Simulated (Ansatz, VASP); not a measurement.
## CdSe: VASP beside Ansatz

Contents of INCAR:

```
  PREC = Accurate
  ENCUT = 520
  EDIFF = 1E-8
  ISMEAR = -1
  SIGMA = 0.03
  LREAL = False
  LASPH = True
  NELM = 60
  ALGO = Normal
  ISIF = 2
  LWAVE = False
  LCHARG = False
  GGA = CA
  LEFG = True
  NBANDS = 16
```

Contents of KPOINTS:

```
regular mesh
0
Gamma
  8 8 8
```

POSCAR

```
CdSe
1.0
    0.0000000000      3.0081281831      3.0081281831
    3.0081281831      0.0000000000      3.0081281831
    3.0081281831      3.0081281831      0.0000000000
Cd Se
1 1
Direct
    0.0000000000      0.0000000000      0.0000000000
    0.2500000000      0.2500000000      0.2500000000
```

Input for Ansatz:

```yaml
crystal:
  lattice:
    - [0.0, 3.0081281831, 3.0081281831]
    - [3.0081281831, 0.0, 3.0081281831]
    - [3.0081281831, 3.0081281831, 0.0]
  atoms:
    - { symbol: Cd, position: [0.0, 0.0, 0.0] }
    - { symbol: Se, position: [0.25, 0.25, 0.25] }
kpoints:
  mp_grid: { grid: [8, 8, 8] }
scf:
  occupations: { method: fermi_dirac, width: 0.03 }
hamiltonian:
  xc: lda
  pseudopotentials: { kind: all_electron, datasets: crystal }
output:
  forces: true
  stress: true
  eigenvalues: true
  efg: { contact_densities: true }
```

Change from the starting cell: volume scaled by 0.9405, crystal datasets.

Alike in both runs: task electric field gradients; functional LDA; k mesh 8 × 8 × 8; occupations fermi-dirac, width 0.03 eV; no spin polarisation.

|  | VASP | Ansatz |
| --- | --- | --- |
| version | VASP 6.6.1 | Ansatz 0.2.0 |
| potentials or method | VASP PAW LDA potentials, release 64 (Cd, Se) | all-electron PAW with datasets made for the crystal, scalar-relativistic |
| plane-wave cutoff (eV) | 520 | see its input |

VASP gave:

- pressure (GPa): 0.2
- Vzz of the field gradient on the site that differs most (V/Å²): 0.0

Question: Estimate Ansatz's values.

Answer: Pressure (GPa): -0.2; Vzz of the field gradient on the site that differs most (V/Å²): 0.0.

Ansatz ran all-electron here, so the differences hold the error of VASP's frozen core and of both bases. Ansatz warned: «gradients_without_spin_orbit».
